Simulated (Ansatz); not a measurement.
# Is this Fe result the lowest state?

We look at Fe: an experimental structure (space group Fm-3m, primitive cell doubled), with 2 atoms per cell. Source: COD entry 9015752, which need not be the ambient phase.

Theory: DFT, PBE, PAW, plane waves, scalar-relativistic in Ansatz development build ahead of 0.2.0.

```yaml
crystal:
  lattice:
    - [0.0, 1.7545, 1.7545]
    - [1.7545, 0.0, 1.7545]
    - [3.509, 3.509, 0.0]
  atoms:
    - { symbol: Fe, position: [0.0, 0.0, 0.0], spin: 0.4 }
    - { symbol: Fe, position: [0.0, 0.0, 0.5], spin: 0.4 }
magnetization:
  spin_polarized: true
hamiltonian:
  xc: pbe
  pseudopotentials: { kind: paw }
basis:
  ecutwfc: 420
kpoints:
  mp_grid: { grid: [12, 12, 6] }
scf:
  occupations: { method: fermi_dirac, width: 0.1 }
  lower_state_search: "off"
output:
  forces: true
  stress: true
```

It took 11 s on 2 threads of Arm Neoverse V2 (shared host), peak memory 0.33 GiB.

The end of the output:

```
SCF converged after 49 iterations
Magnetization: 2.3455 μB (17.1727 up, 14.8273 down)
Absolute magnetization: 2.4378 μB (∫|ρ↑−ρ↓|, with the PAW one-centre terms)
Spin contamination: 0.0396 ħ² per cell (⟨S²⟩ above its minimum at these occupations)
Per-site moments (μB) at R_I (Å): [(1.1878, 1.0235), (1.1878, 1.0235)]
Free energy (F): -8960.731031 eV
Harris-Foulkes:  -8960.731031 eV  (|F-HF|=2.66e-9)
Internal energy: -8960.623684 eV  (E = F + TS)
E sigma→0 (E₀):  -8960.677357 eV
Entropy (-TS):   -0.107347 eV (-53.674 meV/atom)
Fermi energy:    19.716658 eV
--- Forces (eV/Å), atoms counted from 1 ---
  atom   1  Fe     0.00000000     0.00000000    -0.00000000
  atom   2  Fe    -0.00000000     0.00000000    -0.00000000
--- Stress (GPa, compression-positive) ---
       -3.369149      -0.000017       0.000017
       -0.000017      -3.369149       0.000017
        0.000017       0.000017      -3.369149
  P = ⅓ Tr σ = -3.3691 GPa (-33.691 kbar)
```

The mesh is too coarse to rank close states of a metal with certainty: differences of some tens of meV/atom may change, at times in sign.

Site moments are taken inside atomic spheres and don't add up to the total.

Question: The run converged. Is this the lowest state of the cell, and if not, what lies lower and how is it reached?

Answer: No lower state turned up: it is the lowest of 4 states reached by 14 converged runs, and the next lies 5.5 meV/atom higher (antiferromagnetic, site moments Fe1 1.19, Fe2 -1.19 μB, total 0.00 μB per cell, no gap on the k-mesh). That doesn't prove a ground state. This multiple of the primitive cell fits some opposed orders; other multiples fit others. Orders that need a larger cell or non-collinear spins weren't tried.
